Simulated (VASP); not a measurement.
# Y (P6_3/mmc) in VASP: further runs, part 2 of 2

VASP 6.6.1. Earlier steps stand in the parts before.

## (3) Relaxation of cell and atoms, AM05

This run uses another cell than the first one, of 33.01 Å³/atom, 1.004 times its volume.

File INCAR:

```
SYSTEM = Y
PREC = Accurate
ENCUT = 600
EDIFF = 1E-6
ISMEAR = 1
SIGMA = 0.1
LREAL = .FALSE.
LASPH = .TRUE.
NELM = 80
ALGO = Normal
ISIF = 3
LWAVE = .FALSE.
LCHARG = .FALSE.
GGA = AM
IBRION = 2
NSW = 90
EDIFFG = -0.01
```

File KPOINTS:

```
regular mesh
0
G
  12 12 7
  0 0 0
```

File POSCAR:

```
Y
1.0
    3.6474000000      0.0000000000      0.0000000000
   -1.8237000000      3.1587410578      0.0000000000
    0.0000000000      0.0000000000      5.7306000000
Y
2
Direct
    0.3333333333      0.6666666667      0.2500000000
    0.6666666667      0.3333333333      0.7500000000
```

Potentials or basis: VASP PAW PBE potentials, release 64 (Y_sv).

Started as:

```bash
> cat potpaw_PBE.64/Y_sv/POTCAR > POTCAR
> mpirun -np 1 vasp_std > vasp.out
```

Run time: 3.2 min. Hardware: 1 thread of Intel Xeon 6975P-C (Granite Rapids), shared host; peak memory 0.27 GiB.

The run converged. Its results:

```
Free energy                            : -13.1943 eV
Relaxed volume                         : 31.67 Å³/atom
Relaxed cell                           : a = 3.608 Å, b = 3.608 Å, c = 5.617 Å, α = 90.00°, β = 90.00°, γ = 120.00°
Space group after relaxing (to 0.05 Å) : P6_3/mmc (No. 194)
Energy gained by relaxing              : 7.7 meV/atom
Ionic steps                            : 6
Pressure after relaxing                : 0.0 GPa
Band gap on the k mesh                 : none (metal or under the smearing width)
```

Step by step:
| step | energy change (eV) | largest force (eV/Å) | pressure (GPa) | volume (Å³) |
| --- | --- | --- | --- | --- |
| 1 | 0.0000 | 0.0000 | -1.67 | 66.02 |
| 2 | -0.0149 | 0.0000 | 0.32 | 62.79 |
| 3 | -0.0153 | 0.0000 | 0.02 | 63.24 |
| 4 | -0.0153 | 0.0000 | -0.02 | 63.30 |
| 5 | -0.0154 | 0.0000 | -0.02 | 63.32 |
| 6 | -0.0154 | 0.0000 | -0.03 | 63.34 |

Final structure:
```xyz
2
Lattice="3.6085 0.0000 0.0000 -1.8042 3.1250 0.0000 0.0000 0.0000 5.6168" Properties=species:S:1:pos:R:3 pbc="T T T"
Y     0.0000    2.0833    1.4042
Y     1.8042    1.0417    4.2126
```

Levels at points of the mesh, in eV from the Fermi level:
| k point | band 7 | band 8 | band 9 | band 10 | band 11 | band 12 | band 13 | band 14 | band 15 |
| --- | --- | --- | --- | --- | --- | --- | --- | --- | --- |
| (0.00, 0.00, 0.00) | -22.24 | -22.19 | -4.76 | -1.91 | 1.04 | 1.77 | 1.77 | 2.16 | 2.42 |
| (0.50, 0.00, 0.00) | -22.37 | -22.30 | -1.70 | -1.26 | -0.86 | -0.08 | 1.46 | 1.49 | 2.17 |

Caveat: the PAW data sets were made with another functional, which shifts forces and pressure a little.

## (4) Relaxation of cell and atoms, AM05

This run uses another cell than the first one, of 31.67 Å³/atom, 0.963 times its volume.

Edit INCAR of step 3 so:

```diff
@@ -3,3 +3,3 @@
 ENCUT = 600
-EDIFF = 1E-6
+EDIFF = 1E-7
 ISMEAR = 1
@@ -16,2 +16,2 @@
 NSW = 90
-EDIFFG = -0.01
+EDIFFG = -0.005
```

KPOINTS is that of step 3.

File POSCAR:

```
Y                                       
1.0
    3.6084579083     -0.0000000000     -0.0000000000
   -1.8042289541      3.1250162171     -0.0000000000
    0.0000000000      0.0000000000      5.6168132055
  Y             
     2
Direct
     0.3333333332999970    0.6666666667000030    0.2500000000000000
     0.6666666667000030    0.3333333332999970    0.7500000000000000
```

Started as:

```bash
> cat potpaw_PBE.64/Y_sv/POTCAR > POTCAR
> mpirun -np 1 vasp_std > vasp.out
```

Run time: 81 s. Hardware: 1 thread of Intel Xeon 6975P-C (Granite Rapids), shared host; peak memory 0.26 GiB.

It converged, with:

```yaml
Free_energy: -13.1942 eV
Relaxed_volume: 31.64 Å³/atom
Relaxed_cell: a = 3.607 Å, b = 3.607 Å, c = 5.615 Å, α = 90.00°, β = 90.00°, γ = 120.00°
Space_group_after_relaxing_to_0.05_Å: P6_3/mmc (No. 194)
Energy_gained_by_relaxing: 0.0 meV/atom
Ionic_steps: 2
Pressure_after_relaxing: 0.0 GPa
Band_gap_on_the_k_mesh: none (metal or under the smearing width)
```

Final structure:
```cif
data_structure
_symmetry_space_group_name_H-M 'P 1'
_symmetry_Int_Tables_number 1
_cell_length_a 3.6075
_cell_length_b 3.6075
_cell_length_c 5.6154
_cell_angle_alpha 90.000
_cell_angle_beta 90.000
_cell_angle_gamma 120.000
_cell_volume 63.29
loop_
_atom_site_label
_atom_site_type_symbol
_atom_site_fract_x
_atom_site_fract_y
_atom_site_fract_z
_atom_site_occupancy
Y1 Y 0.33333 0.66667 0.25000 1
Y2 Y 0.66667 0.33333 0.75000 1
```

Levels at points of the mesh, in eV from the Fermi level:
```csv
k point,band 8,band 9,band 10,band 11,band 12,band 13,band 14,band 15
"(0.00, 0.00, 0.00)",-22.19,-4.76,-1.91,1.04,1.77,1.77,2.16,2.42
"(0.50, 0.00, 0.00)",-22.29,-1.70,-1.26,-0.86,-0.08,1.46,1.49,2.17
```

Caveat: the PAW data sets were made with another functional, which shifts forces and pressure a little.

## (5) Relaxation of cell and atoms, PBE

This run uses another cell than the first one, of 33.01 Å³/atom, 1.004 times its volume.

File INCAR:

```
  PREC = Accurate
  ENCUT = 300
  EDIFF = 1E-6
  ISMEAR = 1
  SIGMA = 0.1
  LREAL = F
  LASPH = T
  NELM = 80
  ALGO = Normal
  ISIF = 3
  LWAVE = F
  LCHARG = F
  GGA = PE
  IBRION = 2
  NSW = 90
  EDIFFG = -0.01
```

File KPOINTS:

```
regular mesh
0
Gamma
  6 6 4
```

File POSCAR:

```
Y
1.0
    3.6474000000      0.0000000000      0.0000000000
   -1.8237000000      3.1587410578      0.0000000000
    0.0000000000      0.0000000000      5.7306000000
Y
2
Direct
    0.3333333333      0.6666666667      0.2500000000
    0.6666666667      0.3333333333      0.7500000000
```

Started as:

```bash
> cat potpaw_PBE.64/Y_sv/POTCAR > POTCAR
> mpirun -np 1 vasp_std > vasp.out
```

It took 36 s on 1 thread of Intel Xeon Platinum 8559C (Emerald Rapids), shared host; peak memory 0.16 GiB.

The run converged. Its results:

```yaml
Free_energy: -12.8774 eV
Relaxed_volume: 32.79 Å³/atom
Relaxed_cell: a = 3.666 Å, b = 3.666 Å, c = 5.633 Å, α = 90.00°, β = 90.00°, γ = 120.00°
Space_group_after_relaxing_to_0.05_Å: P6_3/mmc (No. 194)
Energy_gained_by_relaxing: 2.3 meV/atom
Ionic_steps: 5
Pressure_after_relaxing: 0.0 GPa
Band_gap_on_the_k_mesh: none (metal or under the smearing width)
```

Step by step:
| step | energy change (eV) | largest force (eV/Å) | pressure (GPa) | volume (Å³) |
| --- | --- | --- | --- | --- |
| 1 | 0.0000 | 0.0000 | -0.32 | 66.02 |
| 2 | -0.0041 | 0.0000 | 0.11 | 65.40 |
| 3 | -0.0043 | 0.0000 | 0.20 | 65.23 |
| 4 | -0.0043 | 0.0000 | 0.22 | 65.19 |
| 5 | -0.0047 | 0.0000 | -0.02 | 65.57 |

Final structure:
```xyz
2
Lattice="3.6663 0.0000 0.0000 -1.8331 3.1751 0.0000 0.0000 0.0000 5.6331" Properties=species:S:1:pos:R:3 pbc="T T T"
Y     0.0000    2.1167    1.4083
Y     1.8331    1.0584    4.2248
```

Levels at points of the mesh, in eV from the Fermi level:
| k point | band 8 | band 9 | band 10 | band 11 | band 12 | band 13 | band 14 | band 15 |
| --- | --- | --- | --- | --- | --- | --- | --- | --- |
| (0.00, 0.00, 0.00) | -22.41 | -4.73 | -1.88 | 0.99 | 1.66 | 1.66 | 2.15 | 2.31 |
| (0.50, 0.00, 0.00) | -22.51 | -1.74 | -1.24 | -0.83 | -0.21 | 1.33 | 1.44 | 2.11 |
| (0.00, 0.00, 0.50) | -22.51 | -3.25 | -3.25 | 0.99 | 0.99 | 1.55 | 1.55 | 1.55 |
| (0.50, 0.00, 0.50) | -22.56 | -1.69 | -1.69 | 0.05 | 0.05 | 1.34 | 1.34 | 2.66 |

## (6) Relaxation of cell and atoms, PBE

This run uses another cell than the first one, of 32.79 Å³/atom, 0.997 times its volume.

Edit INCAR of step 5 so:

```diff
@@ -2,3 +2,3 @@
   ENCUT = 300
-  EDIFF = 1E-6
+  EDIFF = 1E-7
   ISMEAR = 1
@@ -15,2 +15,2 @@
   NSW = 90
-  EDIFFG = -0.01
+  EDIFFG = -0.005
```

KPOINTS is that of step 5.

File POSCAR:

```
Y                                       
1.0
    3.6662602988      0.0000000000     -0.0000000000
   -1.8331301494      3.1750745557     -0.0000000000
   -0.0000000000      0.0000000000      5.6331009534
  Y             
     2
Direct
     0.3333333332999970    0.6666666667000030    0.2500000000000000
     0.6666666667000030    0.3333333332999970    0.7500000000000000
```

Potentials or basis: VASP PAW PBE potentials, release 64 (Y_sv).

Started as:

```bash
> cat potpaw_PBE.64/Y_sv/POTCAR > POTCAR
> mpirun -np 1 vasp_std > vasp.out
```

It took 24 s on 1 thread of Intel Xeon Platinum 8559C (Emerald Rapids), shared host; peak memory 0.16 GiB.

The run converged. Its results:

| Quantity | Value |
| --- | --- |
| Free energy | -12.8771 eV |
| Relaxed volume | 32.76 Å³/atom |
| Relaxed cell | a = 3.665 Å, b = 3.665 Å, c = 5.632 Å, α = 90.00°, β = 90.00°, γ = 120.00° |
| Space group after relaxing (to 0.05 Å) | P6_3/mmc (No. 194) |
| Energy gained by relaxing | 0.0 meV/atom |
| Ionic steps | 3 |
| Pressure after relaxing | 0.0 GPa |
| Band gap on the k mesh | none (metal or under the smearing width) |

Final structure:
```
CELL_PARAMETERS angstrom
3.66521 0.00000 0.00000
-1.83261 3.17417 0.00000
0.00000 0.00000 5.63228
ATOMIC_POSITIONS crystal
Y 0.33333 0.66667 0.25000
Y 0.66667 0.33333 0.75000
```

Levels at points of the mesh, in eV from the Fermi level:
```
           k point  band 7  band 8  band 9  band 10  band 11  band 12  band 13  band 14  band 15
(0.00, 0.00, 0.00)  -22.46  -22.40   -4.73    -1.88     0.99     1.66     1.66     2.15     2.31
(0.50, 0.00, 0.00)  -22.57  -22.51   -1.74    -1.24    -0.83    -0.21     1.33     1.44     2.11
(0.00, 0.00, 0.50)  -22.51  -22.51   -3.25    -3.25     0.98     0.98     1.55     1.55     1.55
(0.50, 0.00, 0.50)  -22.56  -22.56   -1.69    -1.69     0.05     0.05     1.34     1.34     2.66
```

## (7) The runs side by side

| level | k mesh | cutoff (eV) | gap on the mesh (eV) | pressure (GPa) | relaxed volume (Å³/atom) |
| --- | --- | --- | --- | --- | --- |
| PBE | 12 × 12 × 7 | 600 | none | 0.0 | 32.83 |
| AM05 | 12 × 12 × 7 | 600 | none | 0.0 | 31.64 |
| PBE | 6 × 6 × 4 | 300 | none | 0.0 | 32.76 |

Alike in all rows: task relaxation of cell and atoms; potentials or basis VASP PAW PBE potentials, release 64 (Y_sv); no spin polarisation; cell relaxed; smearing methfessel-paxton 0.1 eV.

Caveats: the PAW data sets were made with another functional, which shifts forces and pressure a little (some runs).

Total energies depend on the potentials used, so only differences within one code and one set of settings carry meaning.
